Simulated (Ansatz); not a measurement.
The system is TiO2.

```
Ti O
1.0
    -2.97316    3.28737    3.28740
     2.97316   -3.28737    3.28740
     2.97316    3.28737   -3.28740
Ti O
4 8
Cartesian
  1.4866 -1.6437 1.6437
  1.4866 1.6437 -1.6437
  0.0000 1.6437 1.6124
  2.9732 1.6437 1.6750
  1.4875 1.6437 2.9263
  1.4857 4.9311 -0.3611
  0.0000 0.3609 4.9286
  2.9732 -0.3609 1.6412
  0.0000 3.6483 1.6462
  1.4875 -1.6437 3.6485
  2.9732 2.9264 -1.6412
  1.4857 1.6437 0.3611
```

The cell is a database's computed one.

Base run:

| Item | Value |
| --- | --- |
| Program | Ansatz 0.2.0 |
| Functional | PBE |
| Potentials or basis | Ansatz PAW |
| Cutoff | 420 eV (not typed: the program's choice for these potentials) |
| k mesh | 6 × 6 × 6 |
| Occupations | fermi-dirac, width 0.05 eV |
| Spin | no spin polarisation |
| Hubbard terms | Ti d U = 6 eV |

Its results: band gap on the k mesh 2.51 eV; pressure 4.0 GPa; largest force 0.176 eV/Å.

Question: The run is repeated on the same cell with these changes: hubbard terms from Ti d U = 6 eV to none; hubbard projectors from ortho-atomic (the default) to none. What comes out?

Answer: Band gap on the k mesh 1.84 eV; pressure -1.4 GPa; largest force 0.060 eV/Å.

The U term pushes filled and empty states of the shell apart.
